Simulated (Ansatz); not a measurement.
**Zr: frozen-core PAW against all-electron methods**

```
CELL_PARAMETERS angstrom
-1.81000 1.81000 1.77380
1.81000 -1.81000 1.77380
1.81000 1.81000 -1.77380
ATOMIC_POSITIONS crystal
Zr 0.00000 0.00000 0.00000
```

The geometry is COD entry 9008559, unchecked; take it as a test cell. The listed cell was then made from it by scaling, straining or moving an atom.

Methods: DFT, PBEsol, PAW with Ansatz's default frozen-core files, scalar-relativistic (Ansatz 0.2.0); DFT, PBEsol, all-electron PAW with datasets made for the crystal, scalar-relativistic (Ansatz 0.2.0); DFT, PBEsol, all-electron LAPW, scalar-relativistic (Ansatz 0.2.0).

For PAW: a Γ-centred 14×14×14 k mesh, Fermi–Dirac smearing of 0.08 eV, cutoff 420 eV, no spin polarisation; the PAW files were made with PBE, and the program remakes their frozen cores for this functional. The crystal-made all-electron datasets (AE datasets) take a cutoff of 240 eV at this cell. LAPW targets a basis error of 0.5 meV/atom. The Ansatz runs share mesh, smearing and spin set-up. Plane-wave (PAW) pressures include the program's estimate of the Pulay term.

Stress and pressure are positive in compression.

```tsv
quantity	PAW	AE datasets	LAPW
pressure (GPa)	-5.21	-5.19	-5.19
stress xx (GPa)	-5.14	-5.12	-5.12
stress zz (GPa)	-5.35	-5.33	-5.33
```
